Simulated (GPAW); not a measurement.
ZnS: energy against volume and a worked fit

The structure is cubic, space group F-43m (No. 216). Conventional cell: a = 5.404 Å, b = 5.404 Å, c = 5.404 Å, α = 90.00°, β = 90.00°, γ = 90.00°. Zn (site symmetry -43m) has 4 S at 2.34 Å as nearest neighbours. S (site symmetry -43m) is surrounded by 4 Zn at 2.34 Å.

The cell was scaled at fixed shape and fractions and run with GPAW, PAW data sets generated for this functional, cutoff 600 eV; PBEsol+D3(BJ), k mesh 7 × 7 × 7 on the cell of 2 atoms, fermi-dirac occupations of 0.05 eV, no spin polarisation, no spin-orbit coupling. Energies are those that the program minimises, any entropy of the smearing included.

```csv
V (Å³/atom),energy over the lowest row (meV/atom)
18.5432,0.00
18.9377,0.40
19.3322,4.90
19.7268,?
20.1213,24.47
20.5158,38.82
20.9104,55.75
```

Fit the third-order Birch-Murnaghan form, give V0, B0 and B′, and predict the energy left open.

With y = (V0/V)^(2/3), E = E0 + (9 V0 B0/16) [(y - 1)³ B′ + (y - 1)² (6 - 4y)]. Least squares through the rows shown give V0 = 18.7024 Å³/atom, E0 = -0.36 meV, B0 = 84.36 GPa (1 eV/Å³ = 160.218 GPa) and B′ = 4.41, with a largest miss of 0.01 meV. At V = 19.7268 the form with these constants gives 13.06 meV; the run gave 13.04 meV an atom. Measured volume: 19.78 Å³/atom at 300 K (a printed reference work), so the fit lies -5.4 % from it. The runs are for a static lattice.
